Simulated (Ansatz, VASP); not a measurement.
## NaF in VASP and in Ansatz

INCAR

```
PREC = Accurate ; ENCUT = 520
EDIFF = 1E-6 ; ISMEAR = 0
SIGMA = 0.1 ; LREAL = False
LASPH = True ; NELM = 80
ALGO = Normal ; ISIF = 2
LWAVE = False ; LCHARG = False
GGA = PE ; NBANDS = 14
```

Contents of KPOINTS:

```
Automatic mesh
0
Gamma
  8 8 8
```

Contents of POSCAR:

```
NaF
1.0
    0.0000000000      2.2858943317      2.2858943317
    2.2858943317      0.0000000000      2.2858943317
    2.2858943317      2.2858943317      0.0000000000
Na F
1 1
Direct
    0.0000000000      0.0000000000      0.0000000000
    0.5000000000      0.5000000000      0.5000000000
```

Input for Ansatz:

```yaml
crystal:
  lattice:
    - [0.0, 2.2858943317, 2.2858943317]
    - [2.2858943317, 0.0, 2.2858943317]
    - [2.2858943317, 2.2858943317, 0.0]
  atoms:
    - { symbol: Na, position: [0.0, 0.0, 0.0] }
    - { symbol: F, position: [0.5, 0.5, 0.5] }
basis: {}
kpoints:
  mp_grid: { grid: [8, 8, 8] }
hamiltonian:
  xc: pbe
  pseudopotentials: { kind: paw, source: ansatz }
scf:
  occupations: { method: gaussian, width: 0.1 }
  max_iter: 100
output:
  forces: true
  stress: true
  eigenvalues: true
```

Alike in both runs: task single point; functional PBE; k mesh 8 × 8 × 8; occupations gaussian, width 0.1 eV; no spin polarisation.

|  | VASP | Ansatz |
| --- | --- | --- |
| version | VASP 6.6.1 | Ansatz 0.2.0 |
| potentials or method | VASP PAW PBE potentials, release 64 (Na_pv, F) | scalar-relativistic, plane waves, PAW (harder set) |
| plane-wave cutoff (eV) | 520 | 1050 |
| valence electrons in the cell | 14 | 16 |

```tsv
	VASP	Ansatz	Ansatz less VASP
gap on the k mesh at the Fermi level (eV)	6.52	6.54	+0.013
least direct gap on the mesh (eV)	6.52	6.54	+0.013
pressure (GPa)	4.4	4.6	+0.12
```

The two sets of potentials don't hold the same shells in valence.

As with any semilocal functional, this PBE gap is likely too small.
